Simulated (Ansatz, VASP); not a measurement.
**SnO2 (Cassiterite): VASP beside Ansatz**

Contents of INCAR:

```
SYSTEM = SnO2
PREC     = Accurate       ! precision mode
ENCUT    = 550            ! plane-wave cutoff, eV
EDIFF    = 1E-6           ! SCF threshold, eV
ISMEAR   = -1             ! smearing method
SIGMA    = 0.05           ! smearing width, eV
LREAL    = .False.        ! projectors in reciprocal space
LASPH    = .True.         ! aspherical terms in the spheres
NELM     = 80             ! most SCF steps
ALGO     = Fast           ! electronic algorithm
ISIF     = 2              ! what is computed and relaxed
LWAVE    = .False.        ! write WAVECAR
LCHARG   = .False.        ! write CHGCAR
GGA      = PE             ! functional
```

Contents of KPOINTS:

```
regular mesh
0
Gamma
  6 6 8
  0 0 0
```

File POSCAR:

```
SnO2
1.0
    4.7380000000      0.0000000000      0.0000000000
    0.0000000000      4.7380000000      0.0000000000
    0.0000000000      0.0000000000      3.1865000000
Sn O
2 4
Direct
    0.5000000000      0.5000000000      0.5000000000
    0.0000000000      0.0000000000      0.0000000000
    0.8071000000      0.1929000000      0.5000000000
    0.6929000000      0.6929000000      0.0000000000
    0.1929000000      0.8071000000      0.5000000000
    0.3071000000      0.3071000000      0.0000000000
```

Contents of KPOINTS_OPT:

```
path GXMGZRAZ,XR,MA
15
line-mode
reciprocal
 0.0000000000  0.0000000000  0.0000000000  G
 0.0000000000  0.5000000000  0.0000000000  X

 0.0000000000  0.5000000000  0.0000000000  X
 0.5000000000  0.5000000000  0.0000000000  M

 0.5000000000  0.5000000000  0.0000000000  M
 0.0000000000  0.0000000000  0.0000000000  G

 0.0000000000  0.0000000000  0.0000000000  G
 0.0000000000  0.0000000000  0.5000000000  Z

 0.0000000000  0.0000000000  0.5000000000  Z
 0.0000000000  0.5000000000  0.5000000000  R

 0.0000000000  0.5000000000  0.5000000000  R
 0.5000000000  0.5000000000  0.5000000000  A

 0.5000000000  0.5000000000  0.5000000000  A
 0.0000000000  0.0000000000  0.5000000000  Z

 0.0000000000  0.5000000000  0.0000000000  X
 0.0000000000  0.5000000000  0.5000000000  R

 0.5000000000  0.5000000000  0.0000000000  M
 0.5000000000  0.5000000000  0.5000000000  A
```

input.yaml

```yaml
crystal:
  lattice:
    - [4.738, 0.0, 0.0]
    - [0.0, 4.738, 0.0]
    - [0.0, 0.0, 3.1865]
  atoms:
    - { symbol: Sn, position: [0.5, 0.5, 0.5] }
    - { symbol: Sn, position: [0.0, 0.0, 0.0] }
    - { symbol: O, position: [0.8071, 0.1929, 0.5] }
    - { symbol: O, position: [0.6929, 0.6929, 0.0] }
    - { symbol: O, position: [0.1929, 0.8071, 0.5] }
    - { symbol: O, position: [0.3071, 0.3071, 0.0] }
hamiltonian:
  xc: pbe
  pseudopotentials: { kind: paw }
kpoints:
  mp_grid: { grid: [6, 6, 8] }
  band_path:
    path:
      - [[0.0, 0.0, 0.0], [0.0, 0.5, 0.0], [0.5, 0.5, 0.0], [0.0, 0.0, 0.0], [0.0, 0.0, 0.5], [0.0, 0.5, 0.5], [0.5, 0.5, 0.5], [0.0, 0.0, 0.5]]
      - [[0.0, 0.5, 0.0], [0.0, 0.5, 0.5]]
      - [[0.5, 0.5, 0.0], [0.5, 0.5, 0.5]]
    npoints: 14
scf:
  occupations: { method: fermi_dirac, width: 0.05 }
  n_extra_bands: 15
output:
  forces: true
  stress: true
  eigenvalues: true
  fatbands: false
```

Alike in both runs: task band structure; functional PBE; k mesh 6 × 6 × 8; occupations fermi-dirac, width 0.05 eV; no spin polarisation.

|  | VASP | Ansatz |
| --- | --- | --- |
| version | VASP 6.6.1 | Ansatz 0.2.0 |
| potentials or method | VASP PAW PBE potentials, release 64 (Sn_d_GW, O_GW) | Ansatz PAW |
| plane-wave cutoff (eV) | 550 | 420 |
| valence electrons in the cell | 52 | 52 |

```csv
,VASP,Ansatz,Ansatz less VASP
gap on the k mesh at the Fermi level (eV),1.27,1.28,+0.014
least direct gap on the mesh (eV),1.27,1.28,+0.014
gap along the band path (eV),1.27,1.28,+0.015
pressure (GPa),10.8,11.1,+0.32
largest component of the traceless stress (GPa),2.00,1.97,-0.032
rms of the force components (eV/Å),0.130,0.130,0.0000
```

Atom by atom the forces differ by 0.000 eV/Å (rms over components).

Caveats: spin-orbit coupling is left out, which moves the levels of the heavy elements; the pressure holds a Pulay correction of +0.8 GPa for the finite cutoff (Ansatz). A hybrid or GW would open this gap; PBE tends to underestimate it.
